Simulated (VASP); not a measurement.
# MgB2 (P6/mmm) in VASP: further runs

The runs below take MgB2 through density of states, equation of state, with RPBE, PBEsol.

Program: VASP 6.6.1. These are calculated values, not measurements. Logs are shortened: lines on timing, memory, paths and dates and some standing lists are left out, and cuts for length are marked.

## (1) The crystal as given

It takes space group P6/mmm (No. 191, hexagonal). Conventional cell: a = 3.072 Å, b = 3.072 Å, c = 3.471 Å, α = 90.00°, β = 90.00°, γ = 120.00°. Mg (site symmetry 6/mmm) has 12 B at 2.48 Å as nearest neighbours. B (site symmetry -6m2) is surrounded by 3 B at 1.77 Å.

## (2) Density of states, RPBE (volume scaled by 1.08)

File POSCAR:

```
MgB2
1.0
    3.1651654773      0.0000000000      0.0000000000
   -1.5825827386      2.7411137105      0.0000000000
    0.0000000000      0.0000000000      3.6145471561
Mg B
1 2
Cartesian
    0.0000000000      0.0000000000      0.0000000000
    1.5825827388      0.9137045701      1.8072735780
   -0.0000000001      1.8274091404      1.8072735780
```

File INCAR.step1:

```
PREC     = Accurate       # precision mode
ENCUT    = 520            # plane-wave cutoff, eV
EDIFF    = 1E-6           # SCF threshold, eV
ISMEAR   = -5             # smearing method
SIGMA    = 0.05           # smearing width, eV
LREAL    = False          # projectors in reciprocal space
LASPH    = False          # aspherical terms in the spheres
NELM     = 80             # most SCF steps
ALGO     = Normal         # electronic algorithm
ISIF     = 2              # what is computed and relaxed
LWAVE    = False          # write WAVECAR
LCHARG   = True           # write CHGCAR
GGA      = RP             # functional
NBANDS   = 11             # bands
```

File KPOINTS.step1:

```
Automatic mesh
0
Gamma
  10 10 8
```

File INCAR.step2:

```
PREC     = Accurate       # precision mode
ENCUT    = 520            # plane-wave cutoff, eV
EDIFF    = 1E-6           # SCF threshold, eV
ISMEAR   = -5             # smearing method
SIGMA    = 0.05           # smearing width, eV
LREAL    = False          # projectors in reciprocal space
LASPH    = False          # aspherical terms in the spheres
NELM     = 80             # most SCF steps
ALGO     = Normal         # electronic algorithm
ISIF     = 2              # what is computed and relaxed
LWAVE    = False          # write WAVECAR
LCHARG   = False          # write CHGCAR
GGA      = RP             # functional
LORBIT   = 11             # projections on sites
NBANDS   = 11             # bands
NEDOS    = 1001           # points of the DOS
ICHARG   = 11             # starting density
```

File KPOINTS.step2:

```
Automatic mesh
0
Gamma
  15 15 12
```

Potentials or basis: VASP PAW PBE potentials, release 64 (Mg, B).

Command:

```sh
cat potpaw_PBE.64/Mg/POTCAR potpaw_PBE.64/B/POTCAR > POTCAR
cp INCAR.step1 INCAR
cp KPOINTS.step1 KPOINTS
mpirun -np 1 vasp_std > vasp.out
cp INCAR.step2 INCAR
cp KPOINTS.step2 KPOINTS
mpirun -np 1 vasp_std > vasp.out
```

OUTCAR:

```text
PREC = Accurate
   ENCUT = 520
   EDIFF = 1E-6
   ISMEAR = -5
   LREAL = False
   LASPH = False
   NELM = 80
   ISIF = 2
   GGA = RP
   LORBIT = 11
   ICHARG = 11

 ion  position               nearest neighbor table
   1  0.000  0.000  0.000-   2 2.57   3 2.57   2 2.57   3 2.57   3 2.57   2 2.57   2 2.57   3 2.57
                             2 2.57   3 2.57   2 2.57   3 2.57
   2  0.667  0.333  0.500-   3 1.83   3 1.83   3 1.83   1 2.57   1 2.57   1 2.57   1 2.57   1 2.57
                             1 2.57
   3  0.333  0.667  0.500-   2 1.83   2 1.83   2 1.83   1 2.57   1 2.57   1 2.57   1 2.57   1 2.57
                             1 2.57

  LATTYP: Found a hexagonal cell.
 ALAT       =     3.1651654773
 C/A-ratio  =     1.1419773096

  Lattice vectors:

 A1 = (   3.1651654773,   0.0000000000,   0.0000000000)
 A2 = (  -1.5825827386,   2.7411137105,   0.0000000000)
 A3 = (   0.0000000000,   0.0000000000,   3.6145471561)

Analysis of symmetry for initial positions (statically):
=====================================================================
 Subroutine PRICEL returns:
 Original cell was already a primitive cell.

 Routine SETGRP: Setting up the symmetry group for a
 hexagonal supercell.

 Subroutine GETGRP returns: Found 24 space group operations
 (whereof 24 operations were pure point group operations)
 out of a pool of 24 trial point group operations.

The static configuration has the point symmetry D_6h.

Analysis of symmetry for dynamics (positions and initial velocities):
=====================================================================
 Subroutine PRICEL returns:
 Original cell was already a primitive cell.

 Routine SETGRP: Setting up the symmetry group for a
 hexagonal supercell.

 Subroutine GETGRP returns: Found 24 space group operations
 (whereof 24 operations were pure point group operations)
 out of a pool of 24 trial point group operations.

The dynamic configuration has the point symmetry D_6h.

 Subroutine INISYM returns: Found 24 space group operations
 (whereof 24 operations are pure point group operations),
 and found     1 'primitive' translations

----------------------------------------------------------------------------------------

                                     Primitive cell

  volume of cell :      31.3601

  direct lattice vectors                    reciprocal lattice vectors
     3.165165477  0.000000000  0.000000000     0.315939248  0.182407610  0.000000000
    -1.582582739  2.741113711  0.000000000     0.000000000  0.364815220  0.000000000
     0.000000000  0.000000000  3.614547156     0.000000000  0.000000000  0.276659830

  length of vectors
     3.165165477  3.165165477  3.614547156     0.364815220  0.364815220  0.276659830

  position of ions in fractional coordinates (direct lattice)
     0.000000000  0.000000000  0.000000000
     0.666666667  0.333333333  0.500000000
     0.333333333  0.666666667  0.500000000

  ion indices of the primitive-cell ions
   primitive index   ion index
                 1           1
                 2           2
                 3           3

----------------------------------------------------------------------------------------

 KPOINTS: Automatic mesh

Automatic generation of k-mesh.
 Grid dimensions read from file:
 generate k-points for:   15   15   12

 Generating k-lattice:

  Cartesian coordinates                     Fractional coordinates (reciprocal lattice)
     0.021062617  0.012160507  0.000000000     0.066666667  0.000000000  0.000000000
     0.000000000  0.024321015  0.000000000     0.000000000  0.066666667  0.000000000
     0.000000000  0.000000000  0.023054986     0.000000000  0.000000000  0.083333333

  Length of vectors
     0.024321015  0.024321015  0.023054986

  Shift w.r.t. Gamma in fractional coordinates (k-lattice)
     0.000000000  0.000000000  0.000000000

 TETIRR: Found   2748 inequivalent tetrahedra from    16200

 Subroutine IBZKPT returns following result:
 ===========================================

 Found    189 irreducible k-points:

 Following reciprocal coordinates:
            Coordinates               Weight
  0.000000  0.000000  0.000000      1.000000
  0.066667 -0.000000  0.000000      6.000000
  0.133333 -0.000000  0.000000      6.000000
  0.200000 -0.000000  0.000000      6.000000
  0.266667 -0.000000  0.000000      6.000000
  0.333333 -0.000000  0.000000      6.000000
[... 16 lines left out ...]
  0.333333  0.200000  0.000000     12.000000
  0.400000  0.200000  0.000000      6.000000
 [... further k-points ...]
   k-points           NKPTS =    189   k-points in BZ     NKDIM =    189   number of bands    NBANDS=     11
   number of dos      NEDOS =   1001   number of ions     NIONS =      3
   total plane-waves  NPLWV =  16128
   dimension x,y,z NGX =    24 NGY =   24 NGZ =   28
   dimension x,y,z NGXF=    48 NGYF=   48 NGZF=   56
   ions per type =               1   2
[... 19 lines left out ...]
   ISYM   =      2    0-nonsym 1-usesym 2-fastsym
   POTIM  = 0.5000    time-step for ionic-motion
   TEBEG  =    0.0;   TEEND  =   0.0 temperature during run
   PSTRESS=    0.0 pullay stress
   NELECT =       8.0000    total number of electrons
   NUPDOWN=      -1.0000    fix difference up-down
   EMIN   =  10.00;   EMAX   =-10.00  energy-range for DOS
   EFERMI =   0.00;   METHOD = LEGACY
   ISMEAR =    -5;   SIGMA  =   0.05  broadening in eV -4-tet -1-fermi 0-gaus
   EFERMI_NEDOS =   21; number of points for ismear=-14 and -15
   IALGO  =     38    algorithm
   IMIX   =      4    mixing-type and parameters
     AMIX     =   0.40;   BMIX     =  1.00
     AMIX_MAG =   1.60;   BMIX_MAG =  1.00
  volume/ion in A,a.u.               =      10.45        70.54
  Fermi-wavevector in a.u.,A,eV,Ry     =   1.038275  1.962055 14.667282  1.078015
  Thomas-Fermi vector in A             =   2.172752
   LORBIT       =     11    0 simple, 1 ext, 2 COOP (PROOUT), +10 PAW based schemes
   GGA     = RP    functional components
   LHFCALC =     F    Hartree Fock is set to
   AEXX    =    0.0000 exact exchange contribution
   IVDW    =     0    specifies the selected vdW correction
   LEPSILON=     F    determine dielectric tensor
   LRPA    =     F    only Hartree local field effects (RPA)
 non-spin polarized calculation
 Fermi weights with tetrahedron method with Bloechl corrections
  energy-cutoff  :      520.00
  volume of cell :       31.36
 maximum number of plane-waves:       858
 NGX is ok and might be reduce to    24

 number of electron       8.0000000 magnetization

 Free energy of the ion-electron system (eV)
  ---------------------------------------------------
  ext. energy  EPLUGINS =         0.00000000
  ---------------------------------------------------
  free energy    TOTEN  =       -14.46213035 eV

  energy without entropy =      -14.46213035  energy(sigma->0) =      -14.46213035

 E-fermi :   4.8078     XC(G=0): -10.5283

 val. band max:        4.8430902566   @ k =   0.3333   0.2000   0.0833
 cond. band min:       4.7705968194   @ k =   0.4000  -0.0000   0.5000
 fundamental gap:     -0.0724934372
 Fermi energy:         4.8077719676

 k-point     1 :       0.0000    0.0000    0.0000
  band No.  band energies     occupation
      1      -7.1507      2.00000
      2       2.0602      2.00000
      3       5.1854     -0.83194
      4       5.1854      0.00000
      5       6.3234      0.00000
      6      10.8468      0.00000
      7      10.8468      0.00000
      8      12.0550      0.00000
      9      14.1808      0.00000
     10      16.7814      0.00000
     11      20.3600      0.00000

 k-point     2 :       0.0667   -0.0000    0.0000
  band No.  band energies     occupation
      1      -7.0770      2.00000
      2       2.1324      2.00000
      3       4.7855      1.55492
      4       5.0083      0.12186
      5       6.3930      0.00000
      6      10.7695      0.00000
      7      11.1708      0.00000
      8      12.2662      0.00000
      9      13.9260      0.00000
     10      17.1727      0.00000
     11      19.8977      0.00000
[... 295 lines left out ...]
 k-point    24 :       0.4000    0.2000    0.0000
  band No.  band energies     occupation
      1      -3.0537      2.00000
      2      -2.2815      2.00000
      3       0.6254      2.00000
      4       5.6231      0.00000
      5       7.4471      0.00000
      6      10.1598      0.00000
      7      10.5687      0.00000
      8      12.2183      0.00000
      9      13.9243      0.00000
     10      15.8781      0.00000
     11      17.6126      0.00000

 [... further k-points ...]

------------------------ aborting loop because EDIFF is reached ----------------------------------------

  FORCE on cell =-STRESS in cart. coord.  units (eV):
  Direction    XX          YY          ZZ          XY          YZ          ZX
  --------------------------------------------------------------------------------------
  -------------------------------------------------------------------------------------
  Total       -1.9771751     -1.9771751     -1.1025764     -0.0000000     -0.0000000      0.0000000
  in kB     -101.0132521   -101.0132521    -56.3302820     -0.0000000     -0.0000000      0.0000000
  external PRESSURE =     -86.1189287 kB  Pullay stress =       0.0000000 kB

 VOLUME and BASIS-vectors are now :
 -----------------------------------------------------------------------------
  energy-cutoff  :      520.00
  volume of cell :       31.36
      direct lattice vectors                 reciprocal lattice vectors
     3.165165477  0.000000000  0.000000000     0.315939248  0.182407610  0.000000000
    -1.582582739  2.741113711  0.000000000     0.000000000  0.364815220  0.000000000
     0.000000000  0.000000000  3.614547156     0.000000000  0.000000000  0.276659830

 POSITION                                       TOTAL-FORCE (eV/Angst)
 -----------------------------------------------------------------------------------
      0.00000      0.00000      0.00000         0.000000      0.000000      0.000000
      1.58258      0.91370      1.80727        -0.000000      0.000000      0.000000
     -0.00000      1.82741      1.80727         0.000000     -0.000000      0.000000
 -----------------------------------------------------------------------------------
    total drift:                                0.000000      0.000000      0.000000

  FREE ENERGIE OF THE ION-ELECTRON SYSTEM (eV)
  ---------------------------------------------------
  free  energy   TOTEN  =       -14.4621303491 eV

  energy  without entropy=      -14.4621303491  energy(sigma->0) =      -14.46213035

 total charge

# of ion       s       p       d       tot
------------------------------------------
    1        0.147   0.155   0.046   0.348
    2        0.678   1.159   0.000   1.837
    3        0.678   1.159   0.000   1.837
--------------------------------------------------
tot          1.502   2.473   0.046   4.022
```

Wall time 45 s (1 thread of Intel Xeon Platinum 8488C (Sapphire Rapids), shared host); peak memory 0.18 GiB.

What came out:

```yaml
Valence_electrons_inside_the_program's_atomic_spheres: Mg 0.35; B 1.84
```

Levels at points of the mesh, in eV from the Fermi level:
| k point | band 2 | band 3 | band 4 | band 5 | band 6 | band 7 |
| --- | --- | --- | --- | --- | --- | --- |
| (0.00, 0.00, 0.00) | -2.75 | 0.38 | 0.38 | 1.52 | 6.04 | 6.04 |
| (0.00, 0.00, 0.50) | -7.01 | 0.72 | 0.72 | 6.40 | 6.40 | 7.55 |

States per cell in windows of 1 eV (zero at the Fermi level; states under -8 eV left out):
```tsv
from (eV)	total	B2_p	B3_p	B2_s	B3_s	Mg1_s	Mg1_p
-8.0	0.37	0.02	0.02	0.07	0.07	0.00	0.00
-7.0	0.60	0.07	0.07	0.07	0.07	0.02	0.01
-6.0	0.63	0.08	0.08	0.06	0.06	0.02	0.01
-5.0	0.75	0.11	0.11	0.04	0.04	0.02	0.02
-4.0	0.96	0.16	0.16	0.04	0.04	0.02	0.03
-3.0	1.13	0.23	0.23	0.03	0.03	0.01	0.03
-2.0	1.07	0.25	0.25	0.02	0.02	0.01	0.02
-1.0	0.84	0.18	0.18	0.01	0.01	0.01	0.02
0.0	0.49	0.10	0.10	0.00	0.00	0.01	0.01
1.0	0.31	0.04	0.04	0.00	0.00	0.01	0.01
2.0	0.44	0.06	0.06	0.01	0.01	0.01	0.01
3.0	0.50	0.06	0.06	0.01	0.01	0.02	0.01
4.0	0.68	0.06	0.06	0.03	0.03	0.05	0.02
5.0	1.38	0.12	0.12	0.08	0.08	0.10	0.05
6.0	1.23	0.15	0.15	0.05	0.05	0.08	0.04
7.0	1.28	0.16	0.16	0.05	0.05	0.10	0.05
```

Caveat: the PAW data sets were made with another functional, which shifts forces and pressure a little; tetrahedron occupations give inexact forces and stress in metals.

## (3) Equation of state, PBEsol, 9.08 Å³/atom (a relaxed cell with its volume scaled by 0.96)

File INCAR:

```
  PREC = Accurate
  ENCUT = 520
  EDIFF = 1E-6
  ISMEAR = -1
  SIGMA = 0.05
  LREAL = F
  LASPH = T
  NELM = 80
  ALGO = Normal
  ISIF = 2
  LWAVE = F
  LCHARG = F
  GGA = PS
```

File KPOINTS:

```
regular mesh
0
Gamma
  8 8 8
```

File POSCAR:

```
MgB2                                    
1.0
    3.0307620077     -0.0000000000     -0.0000000000
   -1.5153810039      2.6247168915      0.0000000000
   -0.0000000000     -0.0000000000      3.4243402109
  Mg              B             
     1     2
Direct
     0.0000000000000000    0.0000000000000000    0.0000000000000000
     0.6666666667000030    0.3333333332999970    0.5000000000000000
     0.3333333332999970    0.6666666667000030    0.5000000000000000
```

Potentials or basis: VASP PAW PBE potentials, release 64 (Mg, B).

Command:

```sh
cat potpaw_PBE.64/Mg/POTCAR potpaw_PBE.64/B/POTCAR > POTCAR
mpirun -np 1 vasp_std > vasp.out
```

It took 8.8 s on 1 thread of Intel Xeon Platinum 8488C (Sapphire Rapids), shared host; peak memory 0.15 GiB.

Results (log left out):

* Free energy: -16.2023 eV
* Pressure: 7.0 GPa
* Band gap on the k mesh: none (metal or under the smearing width)

Caveat: the PAW data sets were made with another functional, which shifts forces and pressure a little.

## (4) Equation of state, PBEsol, 9.27 Å³/atom (a relaxed cell with its volume scaled by 0.98)

INCAR is that of step 3.

KPOINTS is that of step 3.

File POSCAR:

```
MgB2                                    
1.0
    3.0516644752     -0.0000000000     -0.0000000000
   -1.5258322376      2.6428189594      0.0000000000
   -0.0000000000     -0.0000000000      3.4479570965
  Mg              B             
     1     2
Direct
     0.0000000000000000    0.0000000000000000    0.0000000000000000
     0.6666666667000030    0.3333333332999970    0.5000000000000000
     0.3333333332999970    0.6666666667000030    0.5000000000000000
```

Command:

```sh
cat potpaw_PBE.64/Mg/POTCAR potpaw_PBE.64/B/POTCAR > POTCAR
mpirun -np 1 vasp_std > vasp.out
```

It took 7.3 s on 1 thread of Intel Xeon Platinum 8488C (Sapphire Rapids), shared host; peak memory 0.15 GiB.

It converged, with:

| Item | Value |
| --- | --- |
| Free energy | -16.2208 eV |
| Pressure | 3.3 GPa |
| Band gap on the k mesh | none (metal or under the smearing width) |

Caveat: the PAW data sets were made with another functional, which shifts forces and pressure a little.

## (5) Equation of state, PBEsol, 9.46 Å³/atom

INCAR is that of step 4.

KPOINTS is that of step 4.

File POSCAR:

```
MgB2                                    
1.0
    3.0722844553     -0.0000000000     -0.0000000000
   -1.5361422276      2.6606763859      0.0000000000
   -0.0000000000     -0.0000000000      3.4712548107
  Mg              B             
     1     2
Direct
     0.0000000000000000    0.0000000000000000    0.0000000000000000
     0.6666666667000030    0.3333333332999970    0.5000000000000000
     0.3333333332999970    0.6666666667000030    0.5000000000000000
```

Command:

```sh
cat potpaw_PBE.64/Mg/POTCAR potpaw_PBE.64/B/POTCAR > POTCAR
mpirun -np 1 vasp_std > vasp.out
```

Run time: 8.8 s. Hardware: 1 thread of Intel Xeon Platinum 8488C (Sapphire Rapids), shared host; peak memory 0.14 GiB.

It converged, with:

* Free energy: -16.2269 eV
* Pressure: 0.0 GPa
* Band gap on the k mesh: none (metal or under the smearing width)

Caveat: the PAW data sets were made with another functional, which shifts forces and pressure a little.

## (6) Equation of state, PBEsol, 9.65 Å³/atom (a relaxed cell with its volume scaled by 1.02)

INCAR is that of step 5.

KPOINTS is that of step 5.

File POSCAR:

```
MgB2                                    
1.0
    3.0926313029     -0.0000000000     -0.0000000000
   -1.5463156514      2.6782972729      0.0000000000
   -0.0000000000     -0.0000000000      3.4942439231
  Mg              B             
     1     2
Direct
     0.0000000000000000    0.0000000000000000    0.0000000000000000
     0.6666666667000030    0.3333333332999970    0.5000000000000000
     0.3333333332999970    0.6666666667000030    0.5000000000000000
```

Potentials or basis: VASP PAW PBE potentials, release 64 (Mg, B).

Command:

```sh
cat potpaw_PBE.64/Mg/POTCAR potpaw_PBE.64/B/POTCAR > POTCAR
mpirun -np 1 vasp_std > vasp.out
```

Wall time 10 s (1 thread of Intel Xeon Platinum 8488C (Sapphire Rapids), shared host); peak memory 0.14 GiB.

The run converged. Its results:

```yaml
Free_energy: -16.2218 eV
Pressure: -3.0 GPa
Band_gap_on_the_k_mesh: none (metal or under the smearing width)
```

Caveat: the PAW data sets were made with another functional, which shifts forces and pressure a little.

## (7) Equation of state, PBEsol, 9.84 Å³/atom (a relaxed cell with its volume scaled by 1.04)

INCAR is that of step 6.

KPOINTS is that of step 6.

File POSCAR:

```
MgB2                                    
1.0
    3.1127138871     -0.0000000000     -0.0000000000
   -1.5563569435      2.6956893009      0.0000000000
   -0.0000000000     -0.0000000000      3.5169344545
  Mg              B             
     1     2
Direct
     0.0000000000000000    0.0000000000000000    0.0000000000000000
     0.6666666667000030    0.3333333332999970    0.5000000000000000
     0.3333333332999970    0.6666666667000030    0.5000000000000000
```

Command:

```sh
cat potpaw_PBE.64/Mg/POTCAR potpaw_PBE.64/B/POTCAR > POTCAR
mpirun -np 1 vasp_std > vasp.out
```

It took 10 s on 1 thread of Intel Xeon Platinum 8488C (Sapphire Rapids), shared host; peak memory 0.14 GiB.

It converged, with:

```
Free energy            : -16.2065 eV
Pressure               : -5.7 GPa
Band gap on the k mesh : none (metal or under the smearing width)
```

Caveat: the PAW data sets were made with another functional, which shifts forces and pressure a little.

## (8) Equation of state, PBEsol

No new run: the results of the series are fitted here.

What came out:

| Item | Value |
| --- | --- |
| Equilibrium volume | 9.46 Å³/atom |
| Bulk modulus at fixed shape and positions | 158 GPa |
| Pressure derivative of the bulk modulus | 3.7 (rough: it moves with the points fitted) |

Energy against volume, from the lowest point:
```
volume (Å³/atom)  energy (meV/atom)
           9.080               8.18
           9.269               2.04
           9.458               0.00
           9.648               1.70
           9.837               6.80
```

Caveat: the cell was scaled at fixed shape and fractional positions, which overstates the stiffness of a crystal with free parameters, most of all of layers and chains; the PAW data sets were made with another functional, which shifts forces and pressure a little.
